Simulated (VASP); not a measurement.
# Os (P6_3/mmc) in VASP: settings compared, part 2 of 2

VASP 6.6.1. Earlier steps stand in the parts before.

### 4 Single point, HSE06, spin-orbit coupling, no magnetisation

The input, POSCAR:

```
Os
1.0
    2.7341000000      0.0000000000      0.0000000000
   -1.3670500000      2.3678000565      0.0000000000
    0.0000000000      0.0000000000      4.3197000000
Os
2
Direct
    0.6666666667      0.3333333333      0.7500000000
    0.3333333333      0.6666666667      0.2500000000
```

The input, INCAR.step1:

```
SYSTEM = Os
ALGO     = Normal         ! electronic algorithm
EDIFF    = 1E-5           ! SCF threshold, eV
ENCUT    = 520            ! plane-wave cutoff, eV
GGA      = PE             ! functional
GGA_COMPAT= .FALSE.      
ISIF     = 2              ! what is computed and relaxed
ISMEAR   = -1             ! smearing method
LASPH    = .TRUE.         ! aspherical terms in the spheres
LCHARG   = .FALSE.        ! write CHGCAR
LMAXMIX  = 4              ! l up to which the mixer works
LORBIT   = 11             ! projections on sites
LREAL    = .FALSE.        ! projectors in reciprocal space
LSORBIT  = .TRUE.         ! spin-orbit coupling
LWAVE    = .TRUE.         ! write WAVECAR
MAGMOM   = 0 0 0 0 0 0    ! initial moments
NELM     = 60             ! most SCF steps
PREC     = Accurate       ! precision mode
SIGMA    = 0.05           ! smearing width, eV
```

The input, INCAR.step2:

```
SYSTEM = Os
ALGO     = Normal         ! electronic algorithm
EDIFF    = 1E-6           ! SCF threshold, eV
ENCUT    = 520            ! plane-wave cutoff, eV
GGA      = PE             ! functional
GGA_COMPAT= .FALSE.      
HFSCREEN = 0.2            ! screening, 1/A
ISIF     = 2              ! what is computed and relaxed
ISMEAR   = -1             ! smearing method
ISTART   = 1            
LASPH    = .TRUE.         ! aspherical terms in the spheres
LCHARG   = .FALSE.        ! write CHGCAR
LHFCALC  = .TRUE.         ! exact exchange
LMAXMIX  = 4              ! l up to which the mixer works
LORBIT   = 11             ! projections on sites
LREAL    = .FALSE.        ! projectors in reciprocal space
LSORBIT  = .TRUE.         ! spin-orbit coupling
LWAVE    = .FALSE.        ! write WAVECAR
MAGMOM   = 0 0 0 0 0 0    ! initial moments
NELM     = 60             ! most SCF steps
PREC     = Accurate       ! precision mode
PRECFOCK = Fast         
SIGMA    = 0.05           ! smearing width, eV
```

The input, KPOINTS:

```
k-points
0
G
  5 5 3
  0 0 0
```

Potentials or basis: VASP PAW PBE potentials, release 64 (Os).

Started as:

```bash
$ cat potpaw_PBE.64/Os/POTCAR > POTCAR
$ cp INCAR.step1 INCAR
$ mpirun -np 1 vasp_ncl > vasp.out
$ cp INCAR.step2 INCAR
$ mpirun -np 1 vasp_ncl > vasp.out
```

OUTCAR:

```text
SYSTEM = Os
   EDIFF = 1E-6
   ENCUT = 520
   GGA = PE
   HFSCREEN = 0.2
   ISIF = 2
   ISMEAR = -1
   ISTART = 1
   LASPH = .TRUE.
   LHFCALC = .TRUE.
   LORBIT = 11
   LREAL = .FALSE.
   LSORBIT = .TRUE.
   NELM = 60
   PREC = Accurate
   PRECFOCK = Fast

 ion  position               nearest neighbor table
   1  0.667  0.333  0.750-   2 2.68   2 2.68   2 2.68   2 2.68   2 2.68   2 2.68
   2  0.333  0.667  0.250-   1 2.68   1 2.68   1 2.68   1 2.68   1 2.68   1 2.68

  LATTYP: Found a hexagonal cell.
 ALAT       =     2.7341000000
 C/A-ratio  =     1.5799348963

  Lattice vectors:

 A1 = (   2.7341000000,   0.0000000000,   0.0000000000)
 A2 = (  -1.3670500000,   2.3678000565,   0.0000000000)
 A3 = (   0.0000000000,   0.0000000000,   4.3197000000)

Analysis of symmetry for initial positions (statically):
=====================================================================
 Subroutine PRICEL returns:
 Original cell was already a primitive cell.

 Routine SETGRP: Setting up the symmetry group for a
 hexagonal supercell.

 Subroutine GETGRP returns: Found 24 space group operations
 (whereof 12 operations were pure point group operations)
 out of a pool of 24 trial point group operations.

The static configuration has the point symmetry D_3d.
 The point group associated with its full space group is D_6h.

Analysis of symmetry for dynamics (positions and initial velocities):
=====================================================================
 Subroutine PRICEL returns:
 Original cell was already a primitive cell.

 Routine SETGRP: Setting up the symmetry group for a
 hexagonal supercell.

 Subroutine GETGRP returns: Found 24 space group operations
 (whereof 12 operations were pure point group operations)
 out of a pool of 24 trial point group operations.

The dynamic configuration has the point symmetry D_3d.
 The point group associated with its full space group is D_6h.

Analysis of structural, dynamic, and magnetic symmetry:
=====================================================================
 Subroutine PRICEL returns:
 Original cell was already a primitive cell.

 Routine SETGRP: Setting up the symmetry group for a
 hexagonal supercell.

 Subroutine GETGRP returns: Found 24 space group operations
 (whereof 12 operations were pure point group operations)
 out of a pool of 24 trial point group operations.

The overall configuration has the point symmetry D_3d.
 The point group associated with its full space group is D_6h.

 Subroutine INISYM returns: Found 24 space group operations
 (whereof 12 operations are pure point group operations),
 and found     1 'primitive' translations

----------------------------------------------------------------------------------------

                                     Primitive cell

  volume of cell :      27.9649

  direct lattice vectors                    reciprocal lattice vectors
     2.734100000  0.000000000  0.000000000     0.365751070  0.211166479  0.000000000
    -1.367050000  2.367800057  0.000000000     0.000000000  0.422332957  0.000000000
     0.000000000  0.000000000  4.319700000     0.000000000  0.000000000  0.231497558

  length of vectors
[... 125 lines left out ...]

  energy without entropy =      -26.65733361  energy(sigma->0) =      -26.66397624

 E-fermi :   9.1069     XC(G=0): -11.4068

 val. band max:        9.0645087017   @ k =   0.4000   0.2000   0.3333
 cond. band min:       9.3575057400   @ k =   0.4000  -0.0000   0.3333
 fundamental gap:      0.2929970383
 Fermi energy:         9.1068694553

 k-point     1 :       0.0000    0.0000    0.0000
  band No.  band energies     occupation
      1      -3.0169      1.00000
      2      -3.0169      1.00000
      3       0.3643      1.00000
      4       0.3643      1.00000
      5       4.9925      1.00000
      6       4.9925      1.00000
[... 259 lines left out ...]
     23      16.0924      0.00000
     24      16.0924      0.00000

------------------------ aborting loop because EDIFF is reached ----------------------------------------

  FORCE on cell =-STRESS in cart. coord.  units (eV):
  Direction    XX          YY          ZZ          XY          YZ          ZX
  --------------------------------------------------------------------------------------
  -------------------------------------------------------------------------------------
  Total       -1.1177653     -1.1177653      0.8509678      0.0000000     -0.0000000      0.0000000
  in kB      -64.0395375    -64.0395375     48.7540512      0.0000000     -0.0000000      0.0000000
  external PRESSURE =     -26.4416746 kB  Pullay stress =       0.0000000 kB

 VOLUME and BASIS-vectors are now :
 -----------------------------------------------------------------------------
  energy-cutoff  :      520.00
  volume of cell :       27.96
      direct lattice vectors                 reciprocal lattice vectors
     2.734100000  0.000000000  0.000000000     0.365751070  0.211166479  0.000000000
    -1.367050000  2.367800057  0.000000000     0.000000000  0.422332957  0.000000000
     0.000000000  0.000000000  4.319700000     0.000000000  0.000000000  0.231497558

 POSITION                                       TOTAL-FORCE (eV/Angst)
 -----------------------------------------------------------------------------------
      1.36705      0.78927      3.23977        -0.000000      0.000000      0.000000
     -0.00000      1.57853      1.07993         0.000000      0.000000      0.000000
 -----------------------------------------------------------------------------------
    total drift:                               -0.000000     -0.000000      0.000000

  FREE ENERGIE OF THE ION-ELECTRON SYSTEM (eV)
  ---------------------------------------------------
  free  energy   TOTEN  =       -26.6706188743 eV

  energy  without entropy=      -26.6573336055  energy(sigma->0) =      -26.66397624

 Spin-Orbit-Coupling matrix elements

 Ion:    1  E_soc:     -0.7401752
 l=   1
     0.0000000    -0.0477593    -0.0450439
    -0.0477593     0.0000000    -0.0477593
    -0.0450439    -0.0477593     0.0000000
 l=   2
     0.0000000    -0.0153283     0.0000000    -0.0153283    -0.0571640
    -0.0153283     0.0000000    -0.0453158    -0.0204164    -0.0153283
     0.0000000    -0.0453158     0.0000000    -0.0453158     0.0000000
    -0.0153283    -0.0204164    -0.0453158     0.0000000    -0.0153283
    -0.0571640    -0.0153283     0.0000000    -0.0153283     0.0000000
 l=   3
     0.0000000     0.0000000     0.0000000     0.0000000     0.0000000     0.0000000     0.0000000
     0.0000000     0.0000000     0.0000000     0.0000000     0.0000000     0.0000000     0.0000000
     0.0000000     0.0000000     0.0000000     0.0000000     0.0000000     0.0000000     0.0000000
     0.0000000     0.0000000     0.0000000     0.0000000     0.0000000     0.0000000     0.0000000
     0.0000000     0.0000000     0.0000000     0.0000000     0.0000000     0.0000000     0.0000000
     0.0000000     0.0000000     0.0000000     0.0000000     0.0000000     0.0000000     0.0000000
     0.0000000     0.0000000     0.0000000     0.0000000     0.0000000     0.0000000     0.0000000

 Ion:    2  E_soc:     -0.7401752
 l=   1
     0.0000000    -0.0477593    -0.0450439
    -0.0477593     0.0000000    -0.0477593
    -0.0450439    -0.0477593     0.0000000
 l=   2
     0.0000000    -0.0153283     0.0000000    -0.0153283    -0.0571640
    -0.0153283     0.0000000    -0.0453158    -0.0204164    -0.0153283
     0.0000000    -0.0453158     0.0000000    -0.0453158     0.0000000
    -0.0153283    -0.0204164    -0.0453158     0.0000000    -0.0153283
    -0.0571640    -0.0153283     0.0000000    -0.0153283     0.0000000
 l=   3
     0.0000000     0.0000000     0.0000000     0.0000000     0.0000000     0.0000000     0.0000000
     0.0000000     0.0000000     0.0000000     0.0000000     0.0000000     0.0000000     0.0000000
     0.0000000     0.0000000     0.0000000     0.0000000     0.0000000     0.0000000     0.0000000
     0.0000000     0.0000000     0.0000000     0.0000000     0.0000000     0.0000000     0.0000000
     0.0000000     0.0000000     0.0000000     0.0000000     0.0000000     0.0000000     0.0000000
     0.0000000     0.0000000     0.0000000     0.0000000     0.0000000     0.0000000     0.0000000
     0.0000000     0.0000000     0.0000000     0.0000000     0.0000000     0.0000000     0.0000000

 total charge

# of ion       s       p       d       tot
------------------------------------------
    1        0.692   0.832   6.003   7.527
    2        0.692   0.832   6.003   7.527
--------------------------------------------------
tot          1.384   1.664  12.005  15.053

 magnetization (x)

# of ion       s       p       d       tot
------------------------------------------
    1       -0.000   0.000  -0.000  -0.000
    2        0.000   0.000   0.000   0.000
--------------------------------------------------
tot         -0.000   0.000  -0.000  -0.000

 magnetization (y)

# of ion       s       p       d       tot
------------------------------------------
    1        0.000   0.000  -0.000   0.000
    2        0.000   0.000   0.000   0.000
--------------------------------------------------
tot          0.000   0.000   0.000   0.000

 magnetization (z)

# of ion       s       p       d       tot
------------------------------------------
    1        0.000   0.000   0.000   0.000
    2        0.000   0.000   0.000   0.000
--------------------------------------------------
tot          0.000   0.000   0.000   0.000
```

It took 9 min on 1 thread of Intel Xeon Platinum 8559C (Emerald Rapids), shared host; peak memory 0.29 GiB.

Results:

- Free energy: -26.6706 eV
- Pressure: -2.6 GPa
- Valence electrons inside the program's atomic spheres: Os 7.53

Stress tensor (GPa, compression positive):
```
-6.40  0.00  0.00
 0.00 -6.40  0.00
 0.00  0.00  4.88
```

Caveat: the k mesh is coarse (spacing up to 0.53 Å⁻¹), so the values aren't converged, least of all with exact exchange; the PAW data sets were made with another functional, which shifts forces and pressure a little.

### 5 Summary

```tsv
task	level	spin	cell	k mesh	cutoff (eV)	grid for exact exchange (PRECFOCK)	screening parameter	mesh quality	gap on the mesh (eV)	pressure (GPa)	relaxed volume (Å³/atom)
relaxation of cell and atoms	SCAN+D3	off	relaxed	11 × 11 × 6	600	-	-	not flagged	none	0.0	13.63
relaxation of cell and atoms	SCAN+D3(BJ)	off	relaxed	11 × 11 × 6	600	-	-	not flagged	none	0.0	13.62
single point	HSE06	SOC, no magnetisation	as given	5 × 5 × 3	520	Fast	0.2 1/A	coarse	-	-2.6	-
```

Alike in all rows: potentials or basis VASP PAW PBE potentials, release 64 (Os); smearing fermi-dirac 0.05 eV.

Caveats: some runs use coarse meshes; the PAW data sets were made with another functional, which shifts forces and pressure a little; pairwise dispersion overbinds metals, which lowers pressure and volume (some runs).

Absolute energies hang on the potentials; compare differences alone.
